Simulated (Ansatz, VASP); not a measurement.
One calculation of KCl, two programs

```xyz
2
Lattice="0.0000 3.1666 3.1666 3.1666 0.0000 3.1666 3.1666 3.1666 0.0000" Properties=species:S:1:pos:R:3 pbc="T T T"
K     0.0000    0.0000    0.0000
Cl    3.1666    3.1666    3.1666
```

Change from the starting cell: volume scaled by 1.01, crystal datasets.

Alike in both runs: task electric field gradients; functional PBE; k mesh 7 × 7 × 7; occupations fermi-dirac, width 0.03 eV; no spin polarisation.

```csv
,VASP,Ansatz
version,VASP 6.6.1,Ansatz 0.2.0
potentials or method,"VASP PAW PBE potentials, release 64 (K_sv, Cl), cutoff 520 eV","all-electron PAW with datasets made for the crystal, scalar-relativistic"
```

```csv
,VASP,Ansatz,Ansatz less VASP
gap on the k mesh at the Fermi level (eV),5.12,5.12,+0.002
pressure (GPa),0.4,0.4,-0.02
Vzz of the field gradient on the site that differs most (V/Å²),0.0,0.0,0.00
```

Ansatz ran all-electron here, so the differences hold the error of VASP's frozen core and of both bases.

Caveats: an odd mesh through Γ misses points on the zone boundary, where band edges often lie.
